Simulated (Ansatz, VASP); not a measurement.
AlN in VASP and in Ansatz

File INCAR:

```
SYSTEM = AlN
PREC     = Accurate       ! precision mode
ENCUT    = 520            ! plane-wave cutoff, eV
EDIFF    = 1E-6           ! SCF threshold, eV
ISMEAR   = -1             ! smearing method
SIGMA    = 0.05           ! smearing width, eV
LREAL    = .FALSE.        ! projectors in reciprocal space
LASPH    = .TRUE.         ! aspherical terms in the spheres
NELM     = 80             ! most SCF steps
ALGO     = Normal         ! electronic algorithm
ISIF     = 2              ! what is computed and relaxed
LWAVE    = .FALSE.        ! write WAVECAR
LCHARG   = .FALSE.        ! write CHGCAR
NBANDS   = 16             ! bands
```

KPOINTS

```
Automatic mesh
0
G
  9 9 7
  0 0 0
```

POSCAR

```
AlN
1.0
    3.3121157418      0.0000000000      0.0000000000
   -1.6560578709      2.8683763727      0.0000000000
    0.0000000000      0.0000000000      4.1875630000
Al N
2 2
Direct
    0.6666666667      0.3333333333      0.2500000000
    0.3333333333      0.6666666667      0.7500000000
    0.6666666667      0.3333333333      0.7500000000
    0.3333333333      0.6666666667      0.2500000000
```

File input.yaml:

```yaml
crystal:
  lattice:
    - [3.3121157418, 0.0, 0.0]
    - [-1.6560578709, 2.8683763727, 0.0]
    - [0.0, 0.0, 4.187563]
  atoms:
    - { symbol: Al, position: [0.6666666667, 0.3333333333, 0.25] }
    - { symbol: Al, position: [0.3333333333, 0.6666666667, 0.75] }
    - { symbol: "N", position: [0.6666666667, 0.3333333333, 0.75] }
    - { symbol: "N", position: [0.3333333333, 0.6666666667, 0.25] }
kpoints:
  mp_grid: { grid: [9, 9, 7] }
  band_path:
    path:
      - [0.0, 0.0, 0.0]
      - [0.5, 0.0, 0.0]
      - [0.3333333333, 0.3333333333, 0.0]
      - [0.0, 0.0, 0.0]
      - [0.0, 0.0, 0.5]
      - [0.5, 0.0, 0.5]
      - [0.3333333333, 0.3333333333, 0.5]
      - [0.0, 0.0, 0.5]
    npoints: 8
scf:
  occupations: { method: fermi_dirac, width: 0.05 }
hamiltonian:
  xc: lda
  pseudopotentials: { kind: all_electron, lapw: { basis_error: 0.002 } }
output:
  forces: true
  stress: true
  eigenvalues: true
```

Alike in both runs: functional LDA; k mesh 9 × 9 × 7; occupations fermi-dirac, width 0.05 eV; no spin polarisation.

|  | VASP | Ansatz |
| --- | --- | --- |
| version | VASP 6.6.1 | Ansatz 0.2.0 |
| potentials or method | VASP PAW LDA potentials, release 64 (Al, N) | all-electron LAPW, scalar-relativistic |
| plane-wave cutoff (eV) | 520 | see its input |
| task | single point | band structure |

|  | VASP | Ansatz | Ansatz less VASP |
| --- | --- | --- | --- |
| gap on the k mesh at the Fermi level (eV) | 3.28 | 3.28 | -0.004 |
| least direct gap on the mesh (eV) | 3.28 | 3.28 | -0.004 |
| pressure (GPa) | -8.2 | -8.6 | -0.38 |
| largest component of the traceless stress (GPa) | 0.32 | 0.13 | -0.189 |

Ansatz ran all-electron here, so the differences hold the error of VASP's frozen core and of both bases.

Caveats: an odd mesh through Γ misses points on the zone boundary, where band edges often lie (VASP). As with any semilocal functional, this LDA gap is likely too small.
